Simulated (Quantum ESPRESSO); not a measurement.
# HfC (Fm-3m) in Quantum ESPRESSO: a series of runs

The runs below take HfC through single point, equation of state, with PBE.

Everything below comes from runs of Quantum ESPRESSO 7.5. Logs are shortened: lines on timing, memory, paths and dates and some standing lists are left out, and cuts for length are marked.

## (1) Starting point

Symmetry: Fm-3m, No. 225, cubic system. The conventional cell has a = 4.650 Å, b = 4.650 Å, c = 4.650 Å, α = 90.00°, β = 90.00°, γ = 90.00°. Hf (site symmetry m-3m) has 6 C at 2.33 Å as nearest neighbours. Around C (site symmetry m-3m) lie 6 Hf at 2.33 Å.

## (2) Single point, PBE, 11.81 Å³/atom

pw.in

```
&CONTROL
  calculation = 'scf'
  prefix = 'pwscf'
  outdir = './tmp'
  pseudo_dir = './pseudo'
  tprnfor = .true.
  tstress = .true.
  disk_io = 'nowf'
/
&SYSTEM
  ibrav = 0
  nat = 2
  ntyp = 2
  ecutwfc = 132
  nbnd = 22
  occupations = 'smearing'
  smearing = 'fd'
  degauss = 0.00367493
/
&ELECTRONS
  conv_thr = 4d-10
  electron_maxstep = 120
  mixing_beta = 0.5
/
ATOMIC_SPECIES
Hf   178.4900 Hf.upf
C     12.0110 C.upf
CELL_PARAMETERS angstrom
   0.0000000000    2.2775377028    2.2775377028
   2.2775377028    0.0000000000    2.2775377028
   2.2775377028    2.2775377028    0.0000000000
ATOMIC_POSITIONS crystal
Hf     0.5000000000    0.5000000000    0.5000000000
C      0.0000000000    0.0000000000    0.0000000000
K_POINTS automatic
10 10 10 0 0 0
```

Potentials or basis: PseudoDojo 0.4 SR PBE stringent.

Started as:

```
$ OMP_NUM_THREADS=1 pw.x -in pw.in > pw.out
```

pw.out:

```text
This program is part of the open-source Quantum ESPRESSO suite
     for quantum simulation of materials; please cite
[... 9 lines left out ...]
     --------------------
     sticks:   dense  smooth     PW     G-vecs:    dense   smooth      PW
     Sum        1345    1345    385                32647    32647    5065

     Using Slab Decomposition

     bravais-lattice index     =            0
     lattice parameter (alat)  =       6.0867  a.u.
     unit-cell volume          =     159.4496 (a.u.)^3
     number of atoms/cell      =            2
     number of atomic types    =            2
     number of electrons       =        30.00
     number of Kohn-Sham states=           22
     kinetic-energy cutoff     =     132.0000  Ry
     charge density cutoff     =     528.0000  Ry
     scf convergence threshold =      4.0E-10
     mixing beta               =       0.5000
     number of iterations used =            8  plain     mixing
     Exchange-correlation= PBE
                           (   1   4   3   4   0   0   0)

     celldm(1)=   6.086666  celldm(2)=   0.000000  celldm(3)=   0.000000
     celldm(4)=   0.000000  celldm(5)=   0.000000  celldm(6)=   0.000000

     crystal axes: (cart. coord. in units of alat)
               a(1) = (   0.000000   0.707107   0.707107 )
               a(2) = (   0.707107   0.000000   0.707107 )
               a(3) = (   0.707107   0.707107   0.000000 )

     reciprocal axes: (cart. coord. in units 2 pi/alat)
               b(1) = ( -0.707107  0.707107  0.707107 )
               b(2) = (  0.707107 -0.707107  0.707107 )
               b(3) = (  0.707107  0.707107 -0.707107 )

     PseudoPot. # 1 for Hf read from file:
     Hf.upf
     Pseudo is Norm-conserving + core correction, Zval = 26.0
     Generated using ONCVPSP code by D. R. Hamann
     Using radial grid of 1656 points,  8 beta functions with:
                l(1) =   0
                l(2) =   0
                l(3) =   1
                l(4) =   1
                l(5) =   2
                l(6) =   2
                l(7) =   3
                l(8) =   3

     PseudoPot. # 2 for C  read from file:
     C.upf
     Pseudo is Norm-conserving + core correction, Zval =  4.0
     Generated using ONCVPSP code by D. R. Hamann
     Using radial grid of 1248 points,  4 beta functions with:
                l(1) =   0
                l(2) =   0
                l(3) =   1
                l(4) =   1

     atomic species   valence    mass     pseudopotential
     Hf               26.00   178.49000     Hf( 1.00)
     C                 4.00    12.01100     C ( 1.00)

     48 Sym. Ops., with inversion, found

   Cartesian axes

     site n.     atom                  positions (alat units)
         1        Hf     tau(   1) = (   0.7071068   0.7071068   0.7071068  )
         2        C      tau(   2) = (   0.0000000   0.0000000   0.0000000  )

     number of k points=    47  Fermi-Dirac smearing, width (Ry)=  0.0037
                       cart. coord. in units 2pi/alat
        k(    1) = (   0.0000000   0.0000000   0.0000000), wk =   0.0020000
        k(    2) = (   0.0707107   0.0707107  -0.0707107), wk =   0.0160000
        k(    3) = (   0.1414214   0.1414214  -0.1414214), wk =   0.0160000
        k(    4) = (   0.2121320   0.2121320  -0.2121320), wk =   0.0160000
        k(    5) = (   0.2828427   0.2828427  -0.2828427), wk =   0.0160000
        k(    6) = (  -0.3535534  -0.3535534   0.3535534), wk =   0.0080000
[... 39 lines left out ...]
        k(   46) = (  -0.0707107  -0.3535534   0.6363961), wk =   0.0480000
        k(   47) = (  -0.7071068   0.2828427   0.0000000), wk =   0.0240000

     Dense  grid:    32647 G-vectors     FFT dimensions: (  45,  45,  45)

     Initial potential from superposition of free atoms

     starting charge      29.9981, renormalised to      30.0000
     Starting wfcs are   21 randomized atomic wfcs +    1 random wfcs

     Self-consistent Calculation

     iteration #  1     ecut=   132.00 Ry     beta= 0.50
     Davidson diagonalization with overlap
     ethr =  1.00E-02,  avg # of iterations =  3.3

     total energy              =    -580.18498848 Ry
     estimated scf accuracy    <       0.58425861 Ry

     iteration #  2     ecut=   132.00 Ry     beta= 0.50
     Davidson diagonalization with overlap
     ethr =  1.95E-03,  avg # of iterations =  2.0
[... 85 lines left out ...]
     total energy              =    -580.40029896 Ry
     estimated scf accuracy    <          4.2E-10 Ry

     iteration # 15     ecut=   132.00 Ry     beta= 0.50
     Davidson diagonalization with overlap
     ethr =  1.39E-12,  avg # of iterations =  1.0

     End of self-consistent calculation

          k = 0.0000 0.0000 0.0000 (  4015 PWs)   bands (ev):

   -40.1357  -8.5287  -8.5287  -8.5287   8.1886  10.0739  10.1085  10.1085
    10.1085  10.2000  10.2000  10.2000  21.9332  21.9332  21.9332  22.2099
    22.2099  22.2099  24.3927  24.3927  28.3428  32.0164

          k = 0.0707 0.0707-0.0707 (  4074 PWs)   bands (ev):

   -40.1305  -8.6158  -8.5367  -8.5367   8.4566  10.0784  10.1125  10.1158
    10.1158  10.1933  10.1933  10.2003  20.4659  20.8493  20.8493  22.6590
    22.6590  23.0889  25.5785  25.5785  28.8744  32.7490
[... 163 lines left out ...]
          k = 0.0000-0.5657 0.5657 (  4097 PWs)   bands (ev):

   -40.0640  -9.1856  -8.9499  -8.7693  10.0255  10.1229  10.1356  10.1433
    10.1455  10.1823  10.1879  10.7597  17.6966  18.1302  19.5377  21.8464
    27.3318  27.5995  28.7704  30.0209  32.1829  34.1560

          k =-0.7071 0.0000 0.0000 (  4088 PWs)   bands (ev):

   -40.0633  -9.2679  -8.8169  -8.8169  10.0976  10.1309  10.1309  10.1329
    10.1468  10.1813  10.1813  10.1829  18.2750  18.8204  20.8329  20.8329
    26.4822  28.0286  28.0286  30.0560  30.9809  33.7641

          k = 0.2828 0.1414 0.0000 (  4079 PWs)   bands (ev):

   -40.1062  -8.9086  -8.6629  -8.5834   9.5903  10.1003  10.1372  10.1458
    10.1615  10.1769  10.1900  10.2628  17.4829  19.3717  19.3759  22.2700
    25.2352  25.2644  26.4310  28.9892  31.7359  35.7859

          k = 0.3536 0.2121-0.0707 (  4086 PWs)   bands (ev):

   -40.0916  -9.0874  -8.7262  -8.6100   9.9101  10.1143  10.1411  10.1532
    10.1584  10.1745  10.1922  10.7978  16.4991  18.4032  18.7840  23.0190
    25.7574  26.5114  27.8248  30.2481  32.4701  35.7248
[... 55 lines left out ...]
          k =-0.0000-0.4243 0.5657 (  4093 PWs)   bands (ev):

   -40.0657  -9.0784  -9.0570  -8.7487  10.0127  10.1200  10.1388  10.1427
    10.1502  10.1809  10.1918  11.2463  16.8236  18.0402  18.5711  23.6566
    25.7760  27.6216  29.2413  30.2885  34.1988  34.9166

          k =-0.7071 0.1414 0.0000 (  4080 PWs)   bands (ev):

   -40.0633  -9.2261  -8.8613  -8.8229  10.0440  10.1301  10.1328  10.1340
    10.1468  10.1809  10.1825  10.4959  18.1949  18.4546  19.5604  21.7455
    27.4235  27.4481  28.0342  30.2761  31.5890  34.0210

          k =-0.1414-0.4243 0.7071 (  4077 PWs)   bands (ev):

   -40.0678  -9.1403  -8.9436  -8.7621  10.0058  10.1237  10.1381  10.1423
    10.1492  10.1784  10.1923  11.1855  16.8615  18.1379  18.4540  23.6433
    25.8700  27.7796  28.3920  30.8877  33.5957  34.7410

          k =-0.0707-0.3536 0.6364 (  4092 PWs)   bands (ev):

   -40.0650  -9.1011  -9.0061  -8.7894  10.0181  10.1221  10.1370  10.1443
    10.1464  10.1827  10.1862  11.2285  17.0267  18.0442  18.3646  24.6503
    24.6861  27.8798  29.0683  29.9654  34.8232  34.9519

          k =-0.7071 0.2828 0.0000 (  4094 PWs)   bands (ev):

   -40.0633  -9.1154  -8.9761  -8.8325  10.0321  10.1268  10.1358  10.1360
    10.1467  10.1807  10.1816  11.0130  17.9537  18.0647  18.1047  23.6157
    25.7346  28.0434  28.3443  29.8972  34.2026  35.0438

     the Fermi energy is    20.8754 ev

!    total energy              =    -580.40029896 Ry
     estimated scf accuracy    <          2.3E-11 Ry
     smearing contrib. (-TS)   =      -0.00018759 Ry
     internal energy E=F+TS    =    -580.40011137 Ry

     The total energy is F=E-TS. E is the sum of the following terms:
     one-electron contribution =    -280.17835800 Ry
     hartree contribution      =     180.79726869 Ry
     xc contribution           =     -86.10147907 Ry
     ewald contribution        =    -394.91754299 Ry

     convergence has been achieved in  15 iterations

     Forces acting on atoms (cartesian axes, Ry/au):

     atom    1 type  1   force =    -0.00000000    0.00000000   -0.00000000
     atom    2 type  2   force =     0.00000000    0.00000000    0.00000000

     Total force =     0.000000     Total SCF correction =     0.000000

     Computing stress (Cartesian axis) and pressure

          total   stress  (Ry/bohr**3)                   (kbar)     P=      165.12
   0.00112249  -0.00000000  -0.00000000          165.12       -0.00       -0.00
  -0.00000000   0.00112249  -0.00000000           -0.00      165.12       -0.00
  -0.00000000  -0.00000000   0.00112249           -0.00       -0.00      165.12

=------------------------------------------------------------------------------=
   JOB DONE.
=------------------------------------------------------------------------------=
```

Run time: 66 s. Hardware: 1 thread of AMD EPYC 7B13 (Zen 3), shared host; peak memory 0.13 GiB.

What came out:

- Free energy: -7896.7484 eV
- Pressure: 16.5 GPa
- Band gap on the k mesh: none (metal or under the smearing width)

## (3) Single point, PBE, 12.07 Å³/atom

pw.in: that of step 2 with these lines changed.

```diff
@@ -28,5 +28,5 @@
 CELL_PARAMETERS angstrom
-   0.0000000000    2.2775377028    2.2775377028
-   2.2775377028    0.0000000000    2.2775377028
-   2.2775377028    2.2775377028    0.0000000000
+   0.0000000000    2.2935772291    2.2935772291
+   2.2935772291    0.0000000000    2.2935772291
+   2.2935772291    2.2935772291    0.0000000000
 ATOMIC_POSITIONS crystal
```

Potentials or basis: PseudoDojo 0.4 SR PBE stringent.

Started as:

```
$ OMP_NUM_THREADS=1 pw.x -in pw.in > pw.out
```

Run time: 64 s. Hardware: 1 thread of AMD EPYC 7B13 (Zen 3), shared host; peak memory 0.14 GiB.

The run converged. Its results:

| Property | Result |
| --- | --- |
| Free energy | -7896.7907 eV |
| Pressure | 10.5 GPa |
| Band gap on the k mesh | none (metal or under the smearing width) |

## (4) Single point, PBE, 12.32 Å³/atom

pw.in: that of step 3 with these lines changed.

```diff
@@ -28,5 +28,5 @@
 CELL_PARAMETERS angstrom
-   0.0000000000    2.2935772291    2.2935772291
-   2.2935772291    0.0000000000    2.2935772291
-   2.2935772291    2.2935772291    0.0000000000
+   0.0000000000    2.3093955030    2.3093955030
+   2.3093955030    0.0000000000    2.3093955030
+   2.3093955030    2.3093955030    0.0000000000
 ATOMIC_POSITIONS crystal
```

Started as:

```
$ OMP_NUM_THREADS=1 pw.x -in pw.in > pw.out
```

It took 55 s on 1 thread of AMD EPYC 7B13 (Zen 3), shared host; peak memory 0.15 GiB.

Results (log left out):

```
Free energy            : -7896.8151 eV
Pressure               : 5.1 GPa
Band gap on the k mesh : none (metal or under the smearing width)
```

## (5) Single point, PBE, 12.57 Å³/atom

pw.in: that of step 4 with these lines changed.

```diff
@@ -28,5 +28,5 @@
 CELL_PARAMETERS angstrom
-   0.0000000000    2.3093955030    2.3093955030
-   2.3093955030    0.0000000000    2.3093955030
-   2.3093955030    2.3093955030    0.0000000000
+   0.0000000000    2.3250000000    2.3250000000
+   2.3250000000    0.0000000000    2.3250000000
+   2.3250000000    2.3250000000    0.0000000000
 ATOMIC_POSITIONS crystal
```

Started as:

```
$ OMP_NUM_THREADS=1 pw.x -in pw.in > pw.out
```

Run time: 54 s. Hardware: 1 thread of AMD EPYC 7B13 (Zen 3), shared host; peak memory 0.15 GiB.

It converged, with:

- Free energy: -7896.8231 eV
- Pressure: 0.1 GPa
- Band gap on the k mesh: none (metal or under the smearing width)

## (6) Single point, PBE, 12.82 Å³/atom

pw.in: that of step 5 with these lines changed.

```diff
@@ -28,5 +28,5 @@
 CELL_PARAMETERS angstrom
-   0.0000000000    2.3250000000    2.3250000000
-   2.3250000000    0.0000000000    2.3250000000
-   2.3250000000    2.3250000000    0.0000000000
+   0.0000000000    2.3403977997    2.3403977997
+   2.3403977997    0.0000000000    2.3403977997
+   2.3403977997    2.3403977997    0.0000000000
 ATOMIC_POSITIONS crystal
```

Potentials or basis: PseudoDojo 0.4 SR PBE stringent.

Started as:

```
$ OMP_NUM_THREADS=1 pw.x -in pw.in > pw.out
```

It took 54 s on 1 thread of AMD EPYC 7B13 (Zen 3), shared host; peak memory 0.15 GiB.

It converged, with:

| Item | Value |
| --- | --- |
| Free energy | -7896.8164 eV |
| Pressure | -4.4 GPa |
| Band gap on the k mesh | none (metal or under the smearing width) |

## (7) Single point, PBE, 13.07 Å³/atom

pw.in: that of step 6 with these lines changed.

```diff
@@ -28,5 +28,5 @@
 CELL_PARAMETERS angstrom
-   0.0000000000    2.3403977997    2.3403977997
-   2.3403977997    0.0000000000    2.3403977997
-   2.3403977997    2.3403977997    0.0000000000
+   0.0000000000    2.3555956139    2.3555956139
+   2.3555956139    0.0000000000    2.3555956139
+   2.3555956139    2.3555956139    0.0000000000
 ATOMIC_POSITIONS crystal
```

Started as:

```
$ OMP_NUM_THREADS=1 pw.x -in pw.in > pw.out
```

Run time: 59 s. Hardware: 1 thread of AMD EPYC 7B13 (Zen 3), shared host; peak memory 0.15 GiB.

Results (log left out):

| Item | Value |
| --- | --- |
| Free energy | -7896.7963 eV |
| Pressure | -8.4 GPa |
| Band gap on the k mesh | none (metal or under the smearing width) |

## (8) Single point, PBE, 13.32 Å³/atom

pw.in: that of step 7 with these lines changed.

```diff
@@ -28,5 +28,5 @@
 CELL_PARAMETERS angstrom
-   0.0000000000    2.3555956139    2.3555956139
-   2.3555956139    0.0000000000    2.3555956139
-   2.3555956139    2.3555956139    0.0000000000
+   0.0000000000    2.3705998121    2.3705998121
+   2.3705998121    0.0000000000    2.3705998121
+   2.3705998121    2.3705998121    0.0000000000
 ATOMIC_POSITIONS crystal
```

Started as:

```
$ OMP_NUM_THREADS=1 pw.x -in pw.in > pw.out
```

Wall time 67 s (1 thread of AMD EPYC 7B13 (Zen 3), shared host); peak memory 0.15 GiB.

The run converged. Its results:

| Property | Result |
| --- | --- |
| Free energy | -7896.7641 eV |
| Pressure | -12.1 GPa |
| Band gap on the k mesh | none (metal or under the smearing width) |

## (9) Equation of state, PBE

Potentials or basis: PseudoDojo 0.4 SR PBE stringent.

No new run: the results of the series are fitted here.

What came out:

```yaml
Equilibrium_volume: 12.58 Å³/atom
Bulk_modulus: 234 GPa
Pressure_derivative_of_the_bulk_modulus: 3.9
```

Energy against volume, from the lowest point:
```tsv
volume (Å³/atom)	energy (meV/atom)
11.814	37.38
12.065	16.21
12.317	4.03
12.568	0.00
12.819	3.36
13.071	13.40
13.322	29.50
```

The run has no spin-orbit coupling, so splittings on Hf are missing.
